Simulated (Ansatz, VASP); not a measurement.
# KI: VASP beside Ansatz

The input INCAR:

```
PREC = Accurate
ENCUT = 520
EDIFF = 1E-7
ISMEAR = -1
SIGMA = 0.01
LREAL = F
LASPH = T
NELM = 80
ALGO = Normal
ISIF = 2
LWAVE = F
LCHARG = T
GGA = PS
LELF = T
LVHAR = T
NBANDS = 15
```

KPOINTS

```
regular mesh
0
Gamma
  8 8 8
```

POSCAR

```
KI
1.0
    0.0000000000      3.4893045000      3.5245500000
    3.4893045000      0.0000000000      3.5245500000
    3.4893045000      3.4893045000      0.0000000000
K I
1 1
Direct
    0.0000000000      0.0000000000      0.0000000000
    0.5000000000      0.5000000000      0.5000000000
```

Input for Ansatz:

```yaml
crystal:
  lattice:
    - [0.0, 3.4893045, 3.52455]
    - [3.4893045, 0.0, 3.52455]
    - [3.4893045, 3.4893045, 0.0]
  atoms:
    - { symbol: K, position: [0.0, 0.0, 0.0] }
    - { symbol: I, position: [0.5, 0.5, 0.5] }
kpoints:
  mp_grid: { grid: [8, 8, 8] }
  band_path:
    path:
      - [0.0, 0.0, 0.0]
      - [0.0, 0.5, 0.5]
      - [0.25, 0.75, 0.5]
      - [0.0, 0.5, 0.0]
      - [0.0, 0.0, 0.0]
      - [0.5, 0.5, 0.0]
      - [0.3725125, 0.6274875, 0.0]
      - [-0.3725125, 0.3725125, 0.0]
      - [0.0, 0.0, 0.0]
    npoints: 5
scf:
  occupations: { method: fermi_dirac, width: 0.01 }
hamiltonian:
  xc: pbesol
  pseudopotentials: { kind: all_electron, lapw: { basis_error: 0.001 } }
output:
  forces: true
  stress: true
  eigenvalues: true
```

Change from the starting cell: equal xx and yy strain of -1 %.

Alike in both runs: task single point; functional PBEsol; k mesh 8 × 8 × 8; occupations fermi-dirac, width 0.01 eV; no spin polarisation.

|  | VASP | Ansatz |
| --- | --- | --- |
| version | VASP 6.6.1 | Ansatz 0.2.0 |
| potentials or method | VASP PAW PBE potentials, release 64 (K_sv, I) | all-electron LAPW, scalar-relativistic |
| plane-wave cutoff (eV) | 520 | see its input |

|  | VASP | Ansatz | Ansatz less VASP |
| --- | --- | --- | --- |
| gap on the k mesh at the Fermi level (eV) | 3.87 | 3.87 | +0.004 |
| pressure (GPa) | 0.1 | 0.0 | -0.04 |
| largest component of the traceless stress (GPa) | 0.18 | 0.17 | -0.003 |

Ansatz ran all-electron here, so the differences hold the error of VASP's frozen core and of both bases.

Caveats: the PAW data sets were made with another functional, which shifts forces and pressure a little (VASP); spin-orbit coupling is left out, which moves the levels of the heavy elements. A k mesh can miss the band edges.
